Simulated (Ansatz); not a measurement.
Input of an Ansatz 0.2.0 run:

Contents of input.yaml:

```yaml
crystal:
  lattice:
    - [4.5854715599, 0.0, 0.0]
    - [-2.29273578, 3.9711348592, 0.0]
    - [0.0, 0.0, 6.5797601]
  atoms:
    - { symbol: Mo, position: [0.5, 0.5, 0.8333333333] }
    - { symbol: Mo, position: [0.0, 0.5, 0.1666666667] }
    - { symbol: Mo, position: [0.5, 0.0, 0.5] }
    - { symbol: Si, position: [0.16387298, 0.32774596, 0.5] }
    - { symbol: Si, position: [0.67225404, 0.83612702, 0.1666666667] }
    - { symbol: Si, position: [0.83612702, 0.16387298, 0.8333333333] }
    - { symbol: Si, position: [0.83612702, 0.67225404, 0.5] }
    - { symbol: Si, position: [0.32774596, 0.16387298, 0.1666666667] }
    - { symbol: Si, position: [0.16387298, 0.83612702, 0.8333333333] }
hamiltonian:
  xc: pbesol
  pseudopotentials: { kind: paw }
kpoints:
  mp_grid: { grid: [5, 5, 3] }
scf:
  occupations: { method: fermi_dirac, width: 0.05 }
output:
  forces: true
  stress: true
  eigenvalues: true
relax:
  f_tol: 0.01
  max_steps: 40
  cell: { stress_tol: 0.05 }
```

Potentials or basis: Ansatz PAW.

Run with:

```console
$ ansatz run input.yaml --threads 4 --pin off --max-ram 11264MiB --backend cpu --events-out ev --progress --plain --runs-dir out
```

Q: Predict the relaxed volume.

A: 13.22 Å³/atom.

Q: Predict the space group after relaxing (to 0.05 Å).

A: P6_222 (No. 180).

Q: Predict the relaxed cell.

A: a = 4.575 Å, b = 4.575 Å, c = 6.564 Å, α = 90.00°, β = 90.00°, γ = 120.00°.

The path:
| step | energy change (eV) | largest force (eV/Å) | volume (Å³) |
| --- | --- | --- | --- |
| 1 | 0.0000 | 0.0476 | 119.81 |
| 2 | -0.0042 | 0.0084 | 118.73 |
| 3 | -0.0046 | 0.0013 | 118.99 |
| 4 | -0.0044 | 0.0013 | 118.99 |

Caveat: odd divisions of the mesh miss points on the zone boundary, where band edges often lie, so the gap on the mesh can be too wide; the plane-wave basis is chosen anew once the cell has moved, so the energies of steps on either side of that aren't comparable; the PAW data sets come from PBE, with cores solved anew for the run's functional, which leaves a small shift of forces and pressure.
